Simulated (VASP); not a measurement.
# AgBr (Fm-3m) in VASP: settings compared

Aim: see how the results for AgBr move with the level of theory and the settings. Levels: PBEsol, PBE+D3(BJ). Tasks: relaxation of cell and atoms.

Everything below comes from runs of VASP 6.6.1. Logs are shortened: lines on timing, memory, paths and dates and some standing lists are left out, and cuts for length are marked.

## (1) Starting point

Symmetry: Fm-3m, No. 225, cubic system. The conventional cell has a = 5.671 Å, b = 5.671 Å, c = 5.671 Å, α = 90.00°, β = 90.00°, γ = 90.00°. Ag (site symmetry m-3m) is surrounded by 6 Br at 2.84 Å. Br (site symmetry m-3m) is surrounded by 6 Ag at 2.84 Å.

## (2) Relaxation of cell and atoms, PBEsol

The input, INCAR:

```
ALGO = Normal ; EDIFF = 1E-7
EDIFFG = -0.005 ; ENCUT = 600
GGA = PS ; IBRION = 2
ISIF = 3 ; ISMEAR = 0
LASPH = T ; LCHARG = F
LREAL = F ; LWAVE = F
NELM = 80 ; NSW = 90
PREC = Accurate ; SIGMA = 0.03
```

The input, KPOINTS:

```
k-points
0
Gamma
  8 8 8
```

The input, POSCAR:

```
AgBr                                    
1.0
    0.0000000000      2.8355700763      2.8355700763
    2.8355700763      0.0000000000      2.8355700763
    2.8355700763      2.8355700763     -0.0000000000
  Ag              Br            
     1     1
Direct
     0.0000000000000000    0.0000000000000000    0.0000000000000000
     0.5000000000000000    0.5000000000000000    0.5000000000000000
```

Potentials or basis: VASP PAW PBE potentials, release 64 (Ag, Br).

Launch:

```sh
> cat potpaw_PBE.64/Ag/POTCAR potpaw_PBE.64/Br/POTCAR > POTCAR
> mpirun -np 1 vasp_std > vasp.out
```

OUTCAR:

```text
EDIFF = 1E-7
   EDIFFG = -0.005
   ENCUT = 600
   GGA = PS
   IBRION = 2
   ISIF = 3
   ISMEAR = 0
   LASPH = T
   LREAL = F
   NELM = 80
   NSW = 90
   PREC = Accurate

 ion  position               nearest neighbor table
   1  0.000  0.000  0.000-   2 2.84   2 2.84   2 2.84   2 2.84   2 2.84   2 2.84
   2  0.500  0.500  0.500-   1 2.84   1 2.84   1 2.84   1 2.84   1 2.84   1 2.84

  LATTYP: Found a face centered cubic cell.
 ALAT       =     5.6711401526

  Lattice vectors:

 A1 = (   0.0000000000,   2.8355700763,   2.8355700763)
 A2 = (   2.8355700763,   0.0000000000,   2.8355700763)
 A3 = (   2.8355700763,   2.8355700763,   0.0000000000)

Analysis of symmetry for initial positions (statically):
=====================================================================
 Subroutine PRICEL returns:
 Original cell was already a primitive cell.

 Routine SETGRP: Setting up the symmetry group for a
 face centered cubic supercell.

 Subroutine GETGRP returns: Found 48 space group operations
 (whereof 48 operations were pure point group operations)
 out of a pool of 48 trial point group operations.

The static configuration has the point symmetry O_h .

Analysis of symmetry for dynamics (positions and initial velocities):
=====================================================================
 Subroutine PRICEL returns:
 Original cell was already a primitive cell.

 Routine SETGRP: Setting up the symmetry group for a
 face centered cubic supercell.

 Subroutine GETGRP returns: Found 48 space group operations
 (whereof 48 operations were pure point group operations)
 out of a pool of 48 trial point group operations.

The dynamic configuration has the point symmetry O_h .

 Subroutine INISYM returns: Found 48 space group operations
 (whereof 48 operations are pure point group operations),
 and found     1 'primitive' translations

----------------------------------------------------------------------------------------

                                     Primitive cell

  volume of cell :      45.5986

  direct lattice vectors                    reciprocal lattice vectors
     0.000000000  2.835570076  2.835570076    -0.176331385  0.176331385  0.176331385
     2.835570076  0.000000000  2.835570076     0.176331385 -0.176331385  0.176331385
     2.835570076  2.835570076  0.000000000     0.176331385  0.176331385 -0.176331385

  length of vectors
     4.010101659  4.010101659  4.010101659     0.305414919  0.305414919  0.305414919

  position of ions in fractional coordinates (direct lattice)
     0.000000000  0.000000000  0.000000000
     0.500000000  0.500000000  0.500000000

  ion indices of the primitive-cell ions
   primitive index   ion index
                 1           1
                 2           2

----------------------------------------------------------------------------------------

 KPOINTS: k-points

Automatic generation of k-mesh.
 Grid dimensions read from file:
 generate k-points for:    8    8    8

 Generating k-lattice:

  Cartesian coordinates                     Fractional coordinates (reciprocal lattice)
    -0.022041423  0.022041423  0.022041423     0.125000000  0.000000000  0.000000000
     0.022041423 -0.022041423  0.022041423     0.000000000  0.125000000  0.000000000
     0.022041423  0.022041423 -0.022041423     0.000000000  0.000000000  0.125000000

  Length of vectors
     0.038176865  0.038176865  0.038176865

  Shift w.r.t. Gamma in fractional coordinates (k-lattice)
     0.000000000  0.000000000  0.000000000

 Subroutine IBZKPT returns following result:
 ===========================================

 Found     29 irreducible k-points:

 Following reciprocal coordinates:
            Coordinates               Weight
[... 52 lines left out ...]
   TEBEG  =    0.0;   TEEND  =   0.0 temperature during run
   PSTRESS=    0.0 pullay stress
   NELECT =      18.0000    total number of electrons
   NUPDOWN=      -1.0000    fix difference up-down
   EMIN   =  10.00;   EMAX   =-10.00  energy-range for DOS
   EFERMI =   0.00;   METHOD = LEGACY
   ISMEAR =     0;   SIGMA  =   0.03  broadening in eV -4-tet -1-fermi 0-gaus
   EFERMI_NEDOS =   21; number of points for ismear=-14 and -15
   IALGO  =     38    algorithm
   IMIX   =      4    mixing-type and parameters
     AMIX     =   0.40;   BMIX     =  1.00
     AMIX_MAG =   1.60;   BMIX_MAG =  1.00
  volume/ion in A,a.u.               =      22.80       153.86
  Fermi-wavevector in a.u.,A,eV,Ry     =   1.200923  2.269416 19.622552  1.442217
  Thomas-Fermi vector in A             =   2.336746
   LORBIT       =      0    0 simple, 1 ext, 2 COOP (PROOUT), +10 PAW based schemes
   GGA     = PS    functional components
   LHFCALC =     F    Hartree Fock is set to
   AEXX    =    0.0000 exact exchange contribution
   IVDW    =     0    specifies the selected vdW correction
   LEPSILON=     F    determine dielectric tensor
   LRPA    =     F    only Hartree local field effects (RPA)
 conjugate gradient relaxation of ions
 non-spin polarized calculation
 Gauss-broadening in eV      SIGMA  =   0.03
  energy-cutoff  :      600.00
  volume of cell :       45.60
 maximum number of plane-waves:      1540
   NGX = 17   NGY = 17   NGZ = 17

--------------------------------------- Ionic step        1  -------------------------------------------

 number of electron      18.0000002 magnetization

 Free energy of the ion-electron system (eV)
  ---------------------------------------------------
  ext. energy  EPLUGINS =         0.00000000
  ---------------------------------------------------
  free energy    TOTEN  =        -5.69856236 eV

  energy without entropy =       -5.69856236  energy(sigma->0) =       -5.69856236

------------------------ aborting loop because EDIFF is reached ----------------------------------------

  FORCE on cell =-STRESS in cart. coord.  units (eV):
  Direction    XX          YY          ZZ          XY          YZ          ZX
  --------------------------------------------------------------------------------------
  -------------------------------------------------------------------------------------
  Total        0.0111246      0.0111246      0.0111246      0.0000000      0.0000000     -0.0000000
  in kB        0.3908816      0.3908816      0.3908816      0.0000000      0.0000000     -0.0000000
  external PRESSURE =       0.3908816 kB  Pullay stress =       0.0000000 kB

 VOLUME and BASIS-vectors are now :
 -----------------------------------------------------------------------------
  energy-cutoff  :      600.00
  volume of cell :       45.60
      direct lattice vectors                 reciprocal lattice vectors
     0.000000000  2.835570076  2.835570076    -0.176331385  0.176331385  0.176331385
     2.835570076  0.000000000  2.835570076     0.176331385 -0.176331385  0.176331385
     2.835570076  2.835570076  0.000000000     0.176331385  0.176331385 -0.176331385

 POSITION                                       TOTAL-FORCE (eV/Angst)
 -----------------------------------------------------------------------------------
      0.00000      0.00000      0.00000         0.000000     -0.000000      0.000000
      2.83557      2.83557      2.83557        -0.000000      0.000000     -0.000000
 -----------------------------------------------------------------------------------
    total drift:                                0.000000     -0.000000     -0.000000

  FREE ENERGIE OF THE ION-ELECTRON SYSTEM (eV)
  ---------------------------------------------------
  free  energy   TOTEN  =        -5.6985623609 eV

  energy  without entropy=       -5.6985623609  energy(sigma->0) =       -5.69856236

--------------------------------------- Ionic step        2  -------------------------------------------

 number of electron      18.0000002 magnetization

 Free energy of the ion-electron system (eV)
  ---------------------------------------------------
  ext. energy  EPLUGINS =         0.00000000
  ---------------------------------------------------
  free energy    TOTEN  =        -5.69856658 eV

  energy without entropy =       -5.69856658  energy(sigma->0) =       -5.69856658

 E-fermi :   4.1480     XC(G=0): -10.2685

 val. band max:        3.9456548553   @ k =   0.5000   0.0000   0.0000
 cond. band min:       4.4438158956   @ k =   0.0000   0.0000   0.0000
 fundamental gap:      0.4981610404
 Fermi energy:         4.1479807368

 k-point     1 :       0.0000    0.0000    0.0000
  band No.  band energies     occupation
      1     -11.4056      2.00000
      2       0.9617      2.00000
      3       0.9617      2.00000
      4       0.9617      2.00000
      5       0.9620      2.00000
      6       0.9620      2.00000
      7       1.8661      2.00000
      8       1.8661      2.00000
      9       1.8661      2.00000
     10       4.4438      0.00000
     11      13.7464      0.00000
     12      13.7464      0.00000
     13      13.7464      0.00000
[... 354 lines left out ...]
  band No.  band energies     occupation
      1     -10.8645      2.00000
      2      -1.2525      2.00000
      3      -0.4239      2.00000
      4      -0.3754      2.00000
      5       1.2514      2.00000
      6       1.3128      2.00000
      7       1.6093      2.00000
      8       2.6532      2.00000
      9       3.2686      2.00000
     10       8.3872      0.00000
     11       8.9765      0.00000
     12      11.6522      0.00000
     13      11.7807      0.00000

 [... further k-points ...]
[... 5 lines left out ...]
  --------------------------------------------------------------------------------------
  -------------------------------------------------------------------------------------
  Total       -0.0008873     -0.0008873     -0.0008873      0.0000000      0.0000000     -0.0000000
  in kB       -0.0311519     -0.0311519     -0.0311519      0.0000000      0.0000000     -0.0000000
  external PRESSURE =      -0.0311519 kB  Pullay stress =       0.0000000 kB

 VOLUME and BASIS-vectors are now :
 -----------------------------------------------------------------------------
  energy-cutoff  :      600.00
  volume of cell :       45.64
      direct lattice vectors                 reciprocal lattice vectors
     0.000000000  2.836330976  2.836330976    -0.176284081  0.176284081  0.176284081
     2.836330976  0.000000000  2.836330976     0.176284081 -0.176284081  0.176284081
     2.836330976  2.836330976 -0.000000000     0.176284081  0.176284081 -0.176284081

 POSITION                                       TOTAL-FORCE (eV/Angst)
 -----------------------------------------------------------------------------------
      2.83633      5.67266      2.83633         0.000000     -0.000000     -0.000000
      2.83633      2.83633      2.83633         0.000000      0.000000      0.000000
 -----------------------------------------------------------------------------------
    total drift:                               -0.000000     -0.000000     -0.000000

  FREE ENERGIE OF THE ION-ELECTRON SYSTEM (eV)
  ---------------------------------------------------
  free  energy   TOTEN  =        -5.6985665822 eV

  energy  without entropy=       -5.6985665822  energy(sigma->0) =       -5.69856658

 reached required accuracy - stopping structural energy minimisation
```

Wall time 16 s (1 thread of AMD EPYC 9R45 (Zen 5), shared host); peak memory 0.16 GiB.

Results:

```
Free energy                            : -5.6986 eV
Relaxed volume                         : 22.82 Å³/atom
Relaxed cell                           : a = 4.011 Å, b = 4.011 Å, c = 4.011 Å, α = 60.00°, β = 60.00°, γ = 60.00°
Space group after relaxing (to 0.05 Å) : Fm-3m (No. 225)
Energy gained by relaxing              : 0.0 meV/atom
Ionic steps                            : 2
Pressure after relaxing                : 0.0 GPa
Band gap on the k mesh                 : 0.50 eV, indirect (least direct gap 2.58 eV)
```

Final structure:
```cif
data_structure
_symmetry_space_group_name_H-M 'P 1'
_symmetry_Int_Tables_number 1
_cell_length_a 4.0112
_cell_length_b 4.0112
_cell_length_c 4.0112
_cell_angle_alpha 60.000
_cell_angle_beta 60.000
_cell_angle_gamma 60.000
_cell_volume 45.64
loop_
_atom_site_label
_atom_site_type_symbol
_atom_site_fract_x
_atom_site_fract_y
_atom_site_fract_z
_atom_site_occupancy
Ag1 Ag 0.00000 0.00000 0.00000 1
Br1 Br 0.50000 0.50000 0.50000 1
```

Caveat: the PAW data sets were made with another functional, which shifts forces and pressure a little. A hybrid or GW would open this gap; PBEsol tends to underestimate it.

## (3) Relaxation of cell and atoms, PBE+D3(BJ)

This run uses another cell than the first one, of 23.64 Å³/atom, 1.037 times its volume.

The input, INCAR:

```
SYSTEM = AgBr
PREC = Accurate
ENCUT = 600
EDIFF = 1E-6
ISMEAR = 0
SIGMA = 0.03
LREAL = .False.
LASPH = .True.
NELM = 80
ALGO = Normal
ISIF = 3
LWAVE = .False.
LCHARG = .False.
GGA = PE
IVDW = 12
IBRION = 2
NSW = 90
EDIFFG = -0.01
```

The input, KPOINTS:

```
Automatic mesh
0
Gamma
  8 8 8
  0 0 0
```

The input, POSCAR:

```
AgBr
1.0
    0.0000000000      2.8701500000      2.8701500000
    2.8701500000      0.0000000000      2.8701500000
    2.8701500000      2.8701500000      0.0000000000
Ag Br
1 1
Direct
    0.0000000000      0.0000000000      0.0000000000
    0.5000000000      0.5000000000      0.5000000000
```

Potentials or basis: VASP PAW PBE potentials, release 64 (Ag, Br).

Launch:

```sh
> cat potpaw_PBE.64/Ag/POTCAR potpaw_PBE.64/Br/POTCAR > POTCAR
> mpirun -np 1 vasp_std > vasp.out
```

Wall time 11 s (1 thread of Intel Xeon 6975P-C (Granite Rapids), shared host); peak memory 0.2 GiB.

Results (log left out):

| Property | Result |
| --- | --- |
| Free energy | -5.7143 eV |
| Relaxed volume | 23.50 Å³/atom |
| Relaxed cell | a = 4.051 Å, b = 4.051 Å, c = 4.051 Å, α = 60.00°, β = 60.00°, γ = 60.00° |
| Space group after relaxing (to 0.05 Å) | Fm-3m (No. 225) |
| Energy gained by relaxing | 0.1 meV/atom |
| Ionic steps | 2 |
| Pressure after relaxing | 0.0 GPa |
| Band gap on the k mesh | 0.67 eV, indirect (least direct gap 2.63 eV) |
| Dispersion energy per atom | -0.368 eV |

Step by step:
```tsv
step	energy change (eV)	largest force (eV/Å)	pressure (GPa)	volume (Å³)
1	0.0000	0.0000	-0.29	47.29
2	-0.0003	0.0000	-0.01	47.00
```

Final structure:
```cif
data_structure
_symmetry_space_group_name_H-M 'P 1'
_symmetry_Int_Tables_number 1
_cell_length_a 4.0507
_cell_length_b 4.0507
_cell_length_c 4.0507
_cell_angle_alpha 60.000
_cell_angle_beta 60.000
_cell_angle_gamma 60.000
_cell_volume 47.00
loop_
_atom_site_label
_atom_site_type_symbol
_atom_site_fract_x
_atom_site_fract_y
_atom_site_fract_z
_atom_site_occupancy
Ag1 Ag 0.00000 0.00000 0.00000 1
Br1 Br 0.50000 0.50000 0.50000 1
```

Levels at points of the mesh, in eV from the valence-band top:
| k point | band 5 | band 6 | band 7 | band 8 | band 9 | band 10 | band 11 | band 12 | band 13 |
| --- | --- | --- | --- | --- | --- | --- | --- | --- | --- |
| (0.00, 0.00, 0.00) | -2.82 | -2.82 | -1.96 | -1.96 | -1.96 | 0.67 | 9.91 | 9.91 | 9.91 |
| (0.50, 0.00, 0.00) | -2.51 | -2.51 | -2.17 | 0.00 | 0.00 | 3.72 | 6.63 | 6.75 | 6.75 |
| (0.50, 0.50, 0.00) | -2.87 | -2.66 | -2.41 | -2.41 | -2.30 | 1.59 | 7.04 | 9.09 | 11.08 |

(Part 1 of 2 ends here.)
